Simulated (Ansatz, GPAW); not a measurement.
## A script for AgI (GLLB-SC)

These are simulated results from GPAW 26.7.0, not measurements. The cell was built from a prototype and was relaxed with r2SCAN in plane waves (Ansatz 0.2.0). Not every such cell is a known phase. All runs are without spin polarisation.

Space group P6_3mc (No. 186), hexagonal; conventional cell a = 4.651 Å, c = 7.599 Å, 35.59 Å³ an atom. Ag is surrounded by 4 I at 2.85 Å; I is surrounded by 4 Ag at 2.85 Å.

GLLB-SC is a model potential. Its fundamental gap is the Kohn-Sham gap plus a derivative discontinuity, which the script evaluates at the band edges among the listed k points. Its total energy isn't variational and serves nothing here.

run.py reads:

```python
import json
from ase import Atoms
from gpaw import GPAW, PW, FermiDirac

atoms = Atoms(['Ag', 'Ag', 'I', 'I'],
              cell=[[4.65087175, 0.0, 0.0], [-2.32543588, 4.02777309, 0.0], [0.0, 0.0, 7.59929669]],
              scaled_positions=[[0.333333333, 0.666666667, 4.856e-06], [0.666666667, 0.333333333, 0.500004856], [0.333333333, 0.666666667, 0.374995144], [0.666666667, 0.333333333, 0.874995144]],
              pbc=True)
calc = GPAW(mode=PW(400), xc='GLLBSC', kpts={'size': (6, 6, 2), 'gamma': True},
            occupations=FermiDirac(0.02), maxiter=100, legacy_gpaw=True, txt='gpaw.txt')
atoms.calc = calc
res = {'energy': atoms.get_potential_energy(force_consistent=True)}
res['electrons'] = calc.get_number_of_electrons()
res['k'] = calc.get_ibz_k_points().tolist()
res['levels'] = [calc.get_eigenvalues(kpt=i).tolist() for i in range(len(res['k']))]
points = [[0.0, 0.0, 0.0], [0.5, 0.0, 0.0], [0.333333, 0.333333, 0.0], [0.0, 0.0, 0.5], [0.5, 0.0, 0.5], [0.333333, 0.333333, 0.5]]
bands = calc.fixed_density(kpts=points, symmetry='off', nbands=round(res['electrons']) // 2 + 6, convergence={'bands': -2}, txt='bands.txt')
res['points'] = [bands.get_eigenvalues(kpt=i).tolist() for i in range(len(points))]
homo, lumo = bands.get_homo_lumo()
potential = calc.hamiltonian.xc.response.calculate_discontinuity_potential(homo, lumo)
res['discontinuity'] = bands.hamiltonian.xc.response.calculate_discontinuity(potential)
json.dump(res, open('results.json', 'w'))
print('free energy (eV):', round(res['energy'], 5))
```

Command: `python run.py`. It took 2.1 min on 1 thread of Arm Neoverse V1 (shared host), peak memory 0.28 GiB.

The log gpaw.txt, trimmed of paths, versions and times, then the last line on the terminal. An iter line gives the energy in eV and the logarithms of the changes of orbitals (plane waves alone) and density (c: converged):

```
___ ___ ___ _ _ _
 |   |   |_  | | | |

 | | | | | . | | | |

 |__ |  _|___|_____|  26.7.0
 |___|_|

Input parameters:
  kpts: {gamma: True,
         size: (6, 6, 2)}
  maxiter: 100
  mode: {ecut: 400.0,
         name: pw}
  occupations: {fixmagmom: False,
                name: fermi-dirac,
                width: 0.02}
  xc: GLLBSC

System changes: positions, numbers, cell, pbc, initial_charges, initial_magmoms

Initialize ...

species:
  Ag:
    name:    Silver
    Z:       47.0
    valence: 17
    core:    30
    charge:  0.0  # [|e|]
    compensation charges:
      type: gauss
      rc: 0.40  # [Å]
      lmax: 2
    cutoffs:
      filter: 2.35  # [Å]
      core: 2.19  # [Å]
    projectors
    | kind |    occ | energy [eV] | rcut [Å] |

    |------|--------|-------------|----------|

    |   5s |  1.000 |      -6.187 |    1.286 |

    |   4p |  6.000 |     -60.965 |    1.328 |

    |   5p |  0.000 |      -1.933 |    1.328 |

    |   4d | 10.000 |      -9.899 |    1.180 |

    |    s |        |      21.024 |    1.286 |

    |    d |        |      17.313 |    1.180 |

    Using partial waves for Ag as LCAO basis

  I:
    name:    Iodine
    Z:       53.0
    valence: 7
    core:    46
    charge:  0.0  # [|e|]
    compensation charges:
      type: gauss
      rc: 0.37  # [Å]
      lmax: 2
    cutoffs:
      filter: 2.06  # [Å]
      core: 2.96  # [Å]
    projectors
    | kind |    occ | energy [eV] | rcut [Å] |

    |------|--------|-------------|----------|

    |   5s |  2.000 |     -20.049 |    1.164 |

    |   5p |  5.000 |     -10.166 |    1.164 |

    |    s |        |       7.162 |    1.164 |

    |    p |        |      17.045 |    1.164 |

    |    d |        |       0.000 |    1.164 |

    Using partial waves for I as LCAO basis

Reference energy: -675976.829291  # eV

Spin-paired calculation

Convergence criteria:
 Maximum [total energy] change in last 3 cyles: 0.0005 eV / valence electron
 Maximum integral of absolute [dens]ity change: 0.0001 electrons / valence electron
 Maximum integral of absolute [eigenst]ate change: 4e-08 eV^2 / valence electron
 Maximum number of scf [iter]ations: 100
 (Square brackets indicate name in SCF output, whereas a 'c' in
 the SCF output indicates the quantity has converged.)

Symmetries present (total): 1

  ( 1  0  0)
  ( 0  1  0)
  ( 0  0  1)

72 k-points: 6 x 6 x 2 Monkhorst-Pack grid + [1/12,1/12,1/4]
40 k-points in the irreducible part of the Brillouin zone
       k-points in crystal coordinates                weights
   0:     0.00000000    0.00000000    0.00000000          1/72
   1:     0.00000000    0.00000000    0.50000000          1/72
   2:     0.00000000    0.16666667    0.00000000          2/72
   3:     0.00000000    0.16666667    0.50000000          2/72
   4:     0.00000000    0.33333333    0.00000000          2/72
   5:     0.00000000    0.33333333    0.50000000          2/72
   6:     0.00000000    0.50000000    0.00000000          1/72
   7:     0.00000000    0.50000000    0.50000000          1/72
   8:     0.16666667   -0.33333333    0.00000000          2/72
   9:     0.16666667   -0.33333333    0.50000000          2/72
          ...
  39:     0.50000000    0.50000000    0.50000000          1/72

Wave functions: Plane wave expansion
  Cutoff energy: 400.000 eV
  Number of coefficients (min, max): 2562, 2610
  Pulay-stress correction: 0.000000 eV/Ang^3 (de/decut=0.000000)
  Using FFTW library
  ScaLapack parameters: grid=1x1, blocksize=None
  Wavefunction extrapolation:
    Improved wavefunction reuse through dual PAW basis

Occupation numbers: Fermi-Dirac:
  width: 0.0200  # eV

Eigensolver
   Davidson(niter=2)

Densities:
  Coarse grid: 24*24*36 grid
  Fine grid: 48*48*72 grid
  Total Charge: 0.000000

Density mixing:
  Method: separate
  Backend: msr1
  Linear mixing parameter: 0.05
  old densities: 10
  Width of damping distribution: 1.1
  Damping of long wavelength oscillations: 20

Hamiltonian:
  XC and Coulomb potentials evaluated on a 48*48*72 grid
  Using the GLLBSC Exchange-Correlation functional
  External potential:
    NoExternalPotential

XC parameters: GLLBSC functional being used consists of
  -----------------------------------------------------------------------
  | Weight | Module     | Description                                   |

  -----------------------------------------------------------------------
  |  1.000 | SCREENING  | GGA_X_PBE_SOL with 2 nearest neighbor stencil |

  |  1.000 | RESPONSE   | eps=0.0500 eV                                 |

  |  1.000 | XC         | GGA_C_PBE_SOL with 2 nearest neighbor stencil |

  -----------------------------------------------------------------------

Memory estimate:
  Process memory now: 118.02 MiB
  Calculator: 85.48 MiB
    Density: 10.72 MiB
      Arrays: 4.11 MiB
      Localized functions: 3.44 MiB
      Mixer: 3.16 MiB
    Hamiltonian: 2.77 MiB
      Arrays: 2.69 MiB
      XC: 0.00 MiB
      Poisson: 0.00 MiB
      vbar: 0.08 MiB
    Wavefunctions: 71.99 MiB
      Arrays psit_nG: 50.98 MiB
      Eigensolver: 1.63 MiB
      Projections: 1.21 MiB
      Projectors: 15.78 MiB
      PW-descriptor: 2.38 MiB

Total number of cores used: 1

Number of atoms: 4
Number of atomic orbitals: 32
Number of bands in calculation: 32
Number of valence electrons: 48
Bands to converge: occupied

... initialized

Initializing position-dependent things.

Density initialized from atomic densities
Creating initial wave functions:
  32 bands from LCAO basis set
Positions:
   0 Ag    -0.000000    2.685182    0.000037    ( 0.0000,  0.0000,  0.0000)
   1 Ag     2.325436    1.342591    3.799685    ( 0.0000,  0.0000,  0.0000)
   2 I     -0.000000    2.685182    2.849699    ( 0.0000,  0.0000,  0.0000)
   3 I      2.325436    1.342591    6.649348    ( 0.0000,  0.0000,  0.0000)

Unit cell:
           periodic     x           y           z      points  spacing
  1. axis:    yes    4.650872    0.000000    0.000000    24     0.1678
  2. axis:    yes   -2.325436    4.027773    0.000000    24     0.1678
  3. axis:    yes    0.000000    0.000000    7.599297    36     0.2111

  Lengths:   4.650872   4.650872   7.599297
  Angles:   90.000000  90.000000 120.000000

Effective grid spacing dv^(1/3) = 0.1901

iter:   1   -11.705603
iter:   2   -10.977139   -0.83  -1.62
iter:   3   -11.058925   -2.19  -1.63
iter:   4   -10.928498   -2.61  -1.68
iter:   5   -11.013415   -2.65  -2.05
iter:   6   -10.985552   -3.18  -1.98
iter:   7   -10.997025   -3.60  -1.95
iter:   8   -11.024340   -3.87  -2.09
iter:   9   -11.035824   -4.41  -2.32
iter:  10   -11.052359   -4.44  -2.42
iter:  11   -11.081157   -4.10  -2.55
iter:  12   -11.104761   -4.36  -2.87
iter:  13   -11.104061c  -5.85  -3.00
iter:  14   -11.122729c  -4.63  -3.08
iter:  15   -11.110964c  -4.98  -3.00
iter:  16   -11.113865c  -6.06  -3.58
iter:  17   -11.110681c  -6.40  -3.86
iter:  18   -11.111421c  -7.17  -3.94
iter:  19   -11.111506c  -8.12c -4.92c

Converged after 19 iterations.

Energy contributions relative to reference atoms: (reference = -675976.829291)

Kinetic:        +99.190017
Potential:      -96.426039
External:        +0.000000
XC:             -15.346625
Entropy (-ST):   -0.000000
Local:           +1.471141
SIC:             +0.000000
--------------------------
Free energy:    -11.111506
Extrapolated:   -11.111506

GLLBSC response reference energy: 1.04735 eV (from HOMO)

Showing only first 2 kpts
 Kpt  Band  Eigenvalues  Occupancy
  0    22      1.04740    2.00000
  0    23      1.04741    2.00000
  0    24      2.79359    0.00000
  0    25      3.95833    0.00000

  1    22      0.71788    2.00000
  1    23      0.71788    2.00000
  1    24      3.99980    0.00000
  1    25      3.99980    0.00000

Fermi level: 1.74297

Gap: 1.746 eV
Transition (v -> c):
  (s=0, k=0, n=23, [0.00, 0.00, 0.00]) -> (s=0, k=0, n=24, [0.00, 0.00, 0.00])
No difference between direct/indirect transitions

free energy (eV): -11.11151
```

The gap in the log is over the mesh alone; results.json adds the listed points. GLLB-SC gives a gap of 2.56 eV (1.746 eV Kohn-Sham over the listed points plus 0.815 eV discontinuity). On the same cell, plane-wave PBE (Ansatz, 6×6×4 k points and the special points) gives a gap of 1.37 eV and r2SCAN a gap of 1.86 eV; on shared hosts these took about 16 and 29 core-seconds on the 4-atom cell, against 130 for the script. Spin-orbit coupling, left out in all these runs, can cut or reorder the gap by tenths of an eV, up to about 1 eV with Pb or Bi.

No spin-orbit coupling is included; it can move band edges with weight on the heavy atoms by tenths of an eV.
